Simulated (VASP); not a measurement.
# TiB (I-4m2) in VASP: a series of runs

The runs below take TiB through single point, with PBEsol.

All numbers are computed with VASP 6.6.1; they aren't measurements. Logs are shortened: lines on timing, memory, paths and dates and some standing lists are left out, and cuts for length are marked.

## 1. The structure

The structure is tetragonal, space group I-4m2 (No. 119). The conventional cell has a = 2.796 Å, b = 2.796 Å, c = 4.745 Å, α = 90.00°, β = 90.00°, γ = 90.00°. Ti (site symmetry -4m2) is surrounded by 4 B at 1.83 Å. B (site symmetry -4m2) has 4 Ti at 1.83 Å as nearest neighbours.

## 2. Single point, PBEsol

INCAR

```
SYSTEM = TiB
  PREC = Accurate
  ENCUT = 520
  EDIFF = 1E-7
  ISMEAR = 0
  SIGMA = 0.15
  LREAL = .FALSE.
  LASPH = .TRUE.
  NELM = 100
  ALGO = Fast
  ISIF = 2
  LWAVE = .FALSE.
  LCHARG = .FALSE.
  GGA = PS
  NBANDS = 14
```

KPOINTS

```
regular mesh
0
G
  22 22 22
  0 0 0
```

POSCAR

```
TiB
1.0
    0.0000000000      1.9771166967      2.3725400360
    1.9771166967      0.0000000000      2.3725400360
    1.9771166967      1.9771166967      0.0000000000
Ti B
1 1
Direct
    0.7500000000      0.7500000000      0.7500000000
    0.0000000000      0.0000000000      0.0000000000
```

Potentials or basis: VASP PAW PBE potentials, release 64 (Ti_sv, B).

Run with:

```console
cat potpaw_PBE.64/Ti_sv/POTCAR potpaw_PBE.64/B/POTCAR > POTCAR
mpirun -np 1 vasp_std > vasp.out
```

OUTCAR:

```text
SYSTEM = TiB
   PREC = Accurate
   ENCUT = 520
   EDIFF = 1E-7
   ISMEAR = 0
   LREAL = .FALSE.
   LASPH = .TRUE.
   NELM = 100
   ISIF = 2
   GGA = PS

 ion  position               nearest neighbor table
   1  0.750  0.750  0.750-   2 1.83   2 1.83   2 1.83   2 1.83
   2  0.000  0.000  0.000-   1 1.83   1 1.83   1 1.83   1 1.83

  LATTYP: Found a body centered tetragonal cell.
 ALAT       =     2.7960652469
 C/A-ratio  =     1.6970562748

  Lattice vectors:

 A1 = (  -1.9771166967,   0.0000000000,   2.3725400360)
 A2 = (   1.9771166967,   0.0000000000,   2.3725400360)
 A3 = (   0.0000000000,   1.9771166967,  -2.3725400360)

Analysis of symmetry for initial positions (statically):
=====================================================================
 Subroutine PRICEL returns:
 Original cell was already a primitive cell.

 Routine SETGRP: Setting up the symmetry group for a
 body centered tetragonal supercell.

 Subroutine GETGRP returns: Found  8 space group operations
 (whereof  8 operations were pure point group operations)
 out of a pool of 16 trial point group operations.

The static configuration has the point symmetry D_2d.

Analysis of symmetry for dynamics (positions and initial velocities):
=====================================================================
 Subroutine PRICEL returns:
 Original cell was already a primitive cell.

 Routine SETGRP: Setting up the symmetry group for a
 body centered tetragonal supercell.

 Subroutine GETGRP returns: Found  8 space group operations
 (whereof  8 operations were pure point group operations)
 out of a pool of 16 trial point group operations.

The dynamic configuration has the point symmetry D_2d.

 Subroutine INISYM returns: Found  8 space group operations
 (whereof  8 operations are pure point group operations),
 and found     1 'primitive' translations

----------------------------------------------------------------------------------------

                                     Primitive cell

  volume of cell :      18.5485

  direct lattice vectors                    reciprocal lattice vectors
     0.000000000  1.977116697  2.372540036    -0.252893520  0.252893520  0.210744600
     1.977116697  0.000000000  2.372540036     0.252893520 -0.252893520  0.210744600
     1.977116697  1.977116697  0.000000000     0.252893520  0.252893520 -0.210744600

  length of vectors
     3.088355008  3.088355008  2.796065247     0.415118719  0.415118719  0.415118719

  position of ions in fractional coordinates (direct lattice)
     0.750000000  0.750000000  0.750000000
     0.000000000  0.000000000  0.000000000

  ion indices of the primitive-cell ions
   primitive index   ion index
                 1           1
                 2           2

----------------------------------------------------------------------------------------

 KPOINTS: regular mesh

Automatic generation of k-mesh.
 Grid dimensions read from file:
 generate k-points for:   22   22   22

 Generating k-lattice:

  Cartesian coordinates                     Fractional coordinates (reciprocal lattice)
    -0.011495160  0.011495160  0.009579300     0.045454545  0.000000000  0.000000000
     0.011495160 -0.011495160  0.009579300     0.000000000  0.045454545  0.000000000
     0.011495160  0.011495160 -0.009579300    -0.000000000 -0.000000000  0.045454545

  Length of vectors
     0.018869033  0.018869033  0.018869033

  Shift w.r.t. Gamma in fractional coordinates (k-lattice)
     0.000000000  0.000000000  0.000000000

 Subroutine IBZKPT returns following result:
 ===========================================

 Found    834 irreducible k-points:

 Following reciprocal coordinates:
            Coordinates               Weight
  0.000000  0.000000  0.000000      1.000000
  0.045455 -0.000000  0.000000      8.000000
  0.090909 -0.000000  0.000000      8.000000
  0.136364 -0.000000  0.000000      8.000000
  0.181818  0.000000  0.000000      8.000000
  0.227273 -0.000000  0.000000      8.000000
[... 16 lines left out ...]
  0.500000  0.045455  0.000000      8.000000
 -0.454545  0.045455  0.000000      8.000000
 [... further k-points ...]
   k-points           NKPTS =    834   k-points in BZ     NKDIM =    834   number of bands    NBANDS=     14
   number of dos      NEDOS =    301   number of ions     NIONS =      2
   total plane-waves  NPLWV =  13824
   dimension x,y,z NGX =    24 NGY =   24 NGZ =   24
   dimension x,y,z NGXF=    48 NGYF=   48 NGZF=   48
   ions per type =               1   1
   NGX,Y,Z   is equivalent  to a cutoff of  12.92, 12.92, 14.27 a.u.
   NGXF,Y,Z  is equivalent  to a cutoff of  25.84, 25.84, 28.54 a.u.
 SYSTEM =  TiB
   PREC   = accura    normal or accurate (medium, high low for compatibility)
   ISTART =      0    job   : 0-new  1-cont  2-samecut
   ICHARG =      2    charge: 1-file 2-atom 10-const
   ISPIN  =      1    spin polarized calculation?
   LNONCOLLINEAR =      F non collinear calculations
   LSORBIT =      F    spin-orbit coupling
   LASPH  =      T    aspherical Exc in radial PAW
   ENCUT  =  520.0 eV  38.22 Ry    6.18 a.u.   5.74  5.74  5.20*2*pi/ulx,y,z
   NELM   =    100;   NELMIN=  2; NELMDL= -5     # of ELM steps
   EDIFF  = 0.1E-06   stopping-criterion for ELM
   LREAL  =      F    real-space projection
   EDIFFG = 0.1E-05   stopping-criterion for IOM
   NSW    =      0    number of steps for IOM
   IBRION =     -1    ionic relax: 0-MD 1-quasi-New 2-CG
   NFREE  =      0    steps in history (QN), initial steepest desc. (CG)
   ISIF   =      2    stress and relaxation
   ISYM   =      2    0-nonsym 1-usesym 2-fastsym
   POTIM  = 0.5000    time-step for ionic-motion
   TEBEG  =    0.0;   TEEND  =   0.0 temperature during run
   PSTRESS=    0.0 pullay stress
   NELECT =      15.0000    total number of electrons
   NUPDOWN=      -1.0000    fix difference up-down
   EMIN   =  10.00;   EMAX   =-10.00  energy-range for DOS
   EFERMI =   0.00;   METHOD = LEGACY
   ISMEAR =     0;   SIGMA  =   0.15  broadening in eV -4-tet -1-fermi 0-gaus
   EFERMI_NEDOS =   21; number of points for ismear=-14 and -15
   IALGO  =     68    algorithm
   IMIX   =      4    mixing-type and parameters
     AMIX     =   0.40;   BMIX     =  1.00
     AMIX_MAG =   1.60;   BMIX_MAG =  1.00
  volume/ion in A,a.u.               =       9.27        62.59
  Fermi-wavevector in a.u.,A,eV,Ry     =   1.525232  2.882270 31.651671  2.326332
  Thomas-Fermi vector in A             =   2.633430
   LORBIT       =      0    0 simple, 1 ext, 2 COOP (PROOUT), +10 PAW based schemes
   GGA     = PS    functional components
   LHFCALC =     F    Hartree Fock is set to
   AEXX    =    0.0000 exact exchange contribution
   IVDW    =     0    specifies the selected vdW correction
   LEPSILON=     F    determine dielectric tensor
   LRPA    =     F    only Hartree local field effects (RPA)
 non-spin polarized calculation
 RMM-DIIS sequential band-by-band and
 Gauss-broadening in eV      SIGMA  =   0.15
  energy-cutoff  :      520.00
  volume of cell :       18.55
 maximum number of plane-waves:       516
   NGX = 11   NGY = 11   NGZ = 11

 number of electron      14.9999997 magnetization

 Free energy of the ion-electron system (eV)
  ---------------------------------------------------
  ext. energy  EPLUGINS =         0.00000000
  ---------------------------------------------------
  free energy    TOTEN  =       -11.30500276 eV

  energy without entropy =      -11.29424572  energy(sigma->0) =      -11.29962424

 E-fermi :   9.4902     XC(G=0): -12.9266

 val. band max:        9.4880494409   @ k =  -0.4091   0.0455   0.4545
 cond. band min:       9.4969547264   @ k =  -0.0909   0.2727   0.2273
 fundamental gap:      0.0089052855
 Fermi energy:         9.4901793665

 k-point     1 :       0.0000    0.0000    0.0000
  band No.  band energies     occupation
      1     -45.4059      2.00000
      2     -21.7784      2.00000
      3     -21.4931      2.00000
      4     -21.4931      2.00000
      5       0.1282      2.00000
      6       7.0919      2.00000
      7       7.8485      2.00000
      8       7.8485      2.00000
      9      11.1446      0.00000
     10      13.5274      0.00000
     11      19.5078      0.00000
     12      21.8794      0.00000
     13      22.5570      0.00000
     14      22.5570      0.00000

 k-point     2 :       0.0455   -0.0000    0.0000
  band No.  band energies     occupation
      1     -45.4033      2.00000
      2     -21.7837      2.00000
      3     -21.5090      2.00000
      4     -21.4937      2.00000
      5       0.1876      2.00000
      6       7.1028      2.00000
      7       7.8194      2.00000
      8       7.8793      2.00000
      9      11.1431      0.00000
     10      13.4862      0.00000
     11      19.5526      0.00000
     12      21.9541      0.00000
     13      22.4229      0.00000
     14      22.5333      0.00000

 k-point     3 :       0.0909   -0.0000    0.0000
  band No.  band energies     occupation
      1     -45.3959      2.00000
      2     -21.8004      2.00000
      3     -21.5543      2.00000
      4     -21.4954      2.00000
      5       0.3629      2.00000
      6       7.1202      2.00000
      7       7.7475      2.00000
      8       7.9688      2.00000
      9      11.1506      0.00000
     10      13.3720      0.00000
     11      19.6502      0.00000
     12      21.9081      0.00000
     13      22.3408      0.00000
     14      22.4542      0.00000

 k-point     4 :       0.1364   -0.0000    0.0000
  band No.  band energies     occupation
      1     -45.3841      2.00000
      2     -21.8312      2.00000
      3     -21.6204      2.00000
      4     -21.4982      2.00000
      5       0.6453      2.00000
      6       7.0953      2.00000
      7       7.6825      2.00000
      8       8.1093      2.00000
      9      11.1968      0.00000
     10      13.2097      0.00000
     11      19.6824      0.00000
     12      21.4260      0.00000
     13      22.3007      0.00000
     14      22.7453      0.00000

 k-point     5 :       0.1818    0.0000    0.0000
  band No.  band energies     occupation
      1     -45.3689      2.00000
      2     -21.8829      2.00000
      3     -21.6919      2.00000
      4     -21.5017      2.00000
      5       1.0205      2.00000
      6       6.9801      2.00000
      7       7.6759      2.00000
      8       8.2870      2.00000
      9      11.3152      0.00000
     10      13.0343      0.00000
     11      19.4285      0.00000
[... 276 lines left out ...]
 k-point    22 :       0.4545    0.0455    0.0000
  band No.  band energies     occupation
      1     -45.2842      2.00000
      2     -22.3472      2.00000
      3     -21.8843      2.00000
      4     -21.5269      2.00000
      5       3.4018      2.00000
      6       6.5581      2.00000
      7       7.5720      2.00000
      8       9.0822      1.99988
      9      12.9516      0.00000
     10      13.1294      0.00000
     11      15.5288      0.00000
     12      18.7437      0.00000
     13      19.5499      0.00000
     14      22.7332      0.00000

 k-point    23 :       0.5000    0.0455    0.0000
  band No.  band energies     occupation
      1     -45.2785      2.00000
      2     -22.3792      2.00000
      3     -21.8941      2.00000
      4     -21.5252      2.00000
      5       3.5411      2.00000
      6       6.6013      2.00000
      7       7.4986      2.00000
      8       9.0934      1.99982
      9      13.1020      0.00000
     10      13.1247      0.00000
     11      15.5988      0.00000
     12      18.3474      0.00000
     13      19.4650      0.00000
     14      22.5394      0.00000

 k-point    24 :      -0.4545    0.0455    0.0000
  band No.  band energies     occupation
      1     -45.2779      2.00000
      2     -22.3812      2.00000
      3     -21.8956      2.00000
      4     -21.5222      2.00000
      5       3.5418      2.00000
      6       6.5499      2.00000
      7       7.4976      2.00000
      8       9.0839      1.99987
      9      13.0341      0.00000
     10      13.1795      0.00000
     11      15.7913      0.00000
     12      18.2392      0.00000
     13      19.5901      0.00000
     14      22.4568      0.00000

 [... further k-points ...]

------------------------ aborting loop because EDIFF is reached ----------------------------------------

  FORCE on cell =-STRESS in cart. coord.  units (eV):
  Direction    XX          YY          ZZ          XY          YZ          ZX
  --------------------------------------------------------------------------------------
  -------------------------------------------------------------------------------------
  Total       11.6723272     11.6723272     14.1572775      0.0000000      0.0000000      0.0000000
  in kB     1008.2306176   1008.2306176   1222.8753065      0.0000000      0.0000000      0.0000000
  external PRESSURE =    1079.7788473 kB  Pullay stress =       0.0000000 kB

 VOLUME and BASIS-vectors are now :
 -----------------------------------------------------------------------------
  energy-cutoff  :      520.00
  volume of cell :       18.55
      direct lattice vectors                 reciprocal lattice vectors
     0.000000000  1.977116697  2.372540036    -0.252893520  0.252893520  0.210744600
     1.977116697  0.000000000  2.372540036     0.252893520 -0.252893520  0.210744600
     1.977116697  1.977116697  0.000000000     0.252893520  0.252893520 -0.210744600

 POSITION                                       TOTAL-FORCE (eV/Angst)
 -----------------------------------------------------------------------------------
      2.96568      2.96568      3.55881        -0.000000     -0.000000     -0.000000
      0.00000      0.00000      0.00000         0.000000      0.000000      0.000000
 -----------------------------------------------------------------------------------
    total drift:                                0.000001      0.000001     -0.000001

  FREE ENERGIE OF THE ION-ELECTRON SYSTEM (eV)
  ---------------------------------------------------
  free  energy   TOTEN  =       -11.3050027563 eV

  energy  without entropy=      -11.2942457174  energy(sigma->0) =      -11.29962424
```

Run time: 2 min. Hardware: 1 thread of Intel Xeon 6975P-C (Granite Rapids), shared host; peak memory 0.33 GiB.

What came out:

```yaml
Free_energy: -11.3050 eV
Pressure: 108.0 GPa
Band_gap_on_the_k_mesh: none (metal or under the smearing width)
```

Caveat: a pressure of tens of GPa on the cell as given is suspect, and the run, the potentials or the cell itself is likely at fault; the PAW data sets were made with another functional, which shifts forces and pressure a little.

## 3. Single point, PBEsol

This run uses another cell than the first one, of the same volume but with other edges.

INCAR

```
ALGO = Fast ; EDIFF = 1E-6
ENCUT = 520 ; GGA = PS
ISIF = 2 ; ISMEAR = 0
LASPH = True ; LCHARG = False
LREAL = False ; LWAVE = False
NBANDS = 14 ; NELM = 100
PREC = Accurate ; SIGMA = 0.15
```

KPOINTS

```
k-points
0
Gamma
  22 22 22
```

POSCAR

```
TiB
1.0
    0.0000000000      1.8718724363      2.6468276249
    1.8718724363      0.0000000000      2.6468276249
    1.8718724363      1.8718724363      0.0000000000
Ti B
1 1
Direct
    0.7500000000      0.7500000000      0.7500000000
    0.0000000000      0.0000000000      0.0000000000
```

Potentials or basis: VASP PAW PBE potentials, release 64 (Ti_sv, B).

Run with:

```console
cat potpaw_PBE.64/Ti_sv/POTCAR potpaw_PBE.64/B/POTCAR > POTCAR
mpirun -np 1 vasp_std > vasp.out
```

It took 2.2 min on 1 thread of Intel Xeon 6975P-C (Granite Rapids), shared host; peak memory 0.33 GiB.

The run converged. Its results:

```yaml
Free_energy: -11.6166 eV
Pressure: 101.8 GPa
Band_gap_on_the_k_mesh: none (metal or under the smearing width)
```

Stress tensor (GPa, compression positive):
```
 91.42   0.00   0.00
  0.00  91.42   0.00
  0.00   0.00 122.52
```

Levels at points of the mesh, in eV from the Fermi level:
```
           k point  band 5  band 6  band 7  band 8  band 9  band 10
(0.00, 0.00, 0.00)  -10.14   -2.76   -1.11   -1.11   -0.16     4.39
(0.50, 0.00, 0.00)   -6.70   -3.70   -2.38    0.33    2.08     3.08
(0.50, 0.50, 0.00)   -5.92   -5.17   -1.45    2.52    2.52     3.43
(0.50, 0.00, 0.50)   -5.36   -4.66   -0.86    0.42    1.66     1.99
```

Caveat: a pressure of tens of GPa on the cell as given is suspect, and the run, the potentials or the cell itself is likely at fault; the PAW data sets were made with another functional, which shifts forces and pressure a little.

## 4. Single point, PBEsol

This run uses another cell than the first one, of the same volume but with other edges.

INCAR

```
SYSTEM = TiB
  ALGO = Fast
  EDIFF = 1E-7
  ENCUT = 520
  GGA = PS
  ISIF = 2
  ISMEAR = 0
  LASPH = .TRUE.
  LCHARG = .FALSE.
  LREAL = .FALSE.
  LWAVE = .FALSE.
  NBANDS = 14
  NELM = 100
  PREC = Accurate
  SIGMA = 0.15
```

KPOINTS

```
k-points
0
G
  22 22 22
  0 0 0
```

POSCAR

```
TiB
1.0
    0.0000000000      2.2179567703      1.8852632548
    2.2179567703      0.0000000000      1.8852632548
    2.2179567703      2.2179567703      0.0000000000
Ti B
1 1
Direct
    0.7500000000      0.7500000000      0.7500000000
    0.0000000000      0.0000000000      0.0000000000
```

Run with:

```console
cat potpaw_PBE.64/Ti_sv/POTCAR potpaw_PBE.64/B/POTCAR > POTCAR
mpirun -np 1 vasp_std > vasp.out
```

Run time: 2.4 min. Hardware: 1 thread of Intel Xeon 6975P-C (Granite Rapids), shared host; peak memory 0.34 GiB.

It converged, with:

```yaml
Free_energy: -11.3726 eV
Pressure: 108.6 GPa
Band_gap_on_the_k_mesh: none (metal or under the smearing width)
```

Stress tensor (GPa, compression positive):
```
123.50   0.00   0.00
  0.00 123.50   0.00
  0.00   0.00  78.79
```

Levels at points of the mesh, in eV from the Fermi level:
| k point | band 4 | band 5 | band 6 | band 7 | band 8 | band 9 | band 10 | band 11 | band 12 | band 13 |
| --- | --- | --- | --- | --- | --- | --- | --- | --- | --- | --- |
| (0.00, 0.00, 0.00) | -30.98 | -9.25 | -2.04 | -2.04 | -1.57 | 2.10 | 3.62 | 11.54 | 11.54 | 12.42 |
| (0.50, 0.00, 0.00) | -31.06 | -5.85 | -2.74 | -2.08 | -0.49 | 3.44 | 4.35 | 5.99 | 9.33 | 9.60 |
| (0.50, 0.50, 0.00) | -31.51 | -4.82 | -4.79 | 1.19 | 1.19 | 2.72 | 4.50 | 5.68 | 5.68 | 8.28 |
| (0.50, 0.00, 0.50) | -31.22 | -4.91 | -4.25 | 0.18 | 1.21 | 2.43 | 3.88 | 5.38 | 7.05 | 7.06 |

Caveat: a pressure of tens of GPa on the cell as given is suspect, and the run, the potentials or the cell itself is likely at fault; the PAW data sets were made with another functional, which shifts forces and pressure a little.
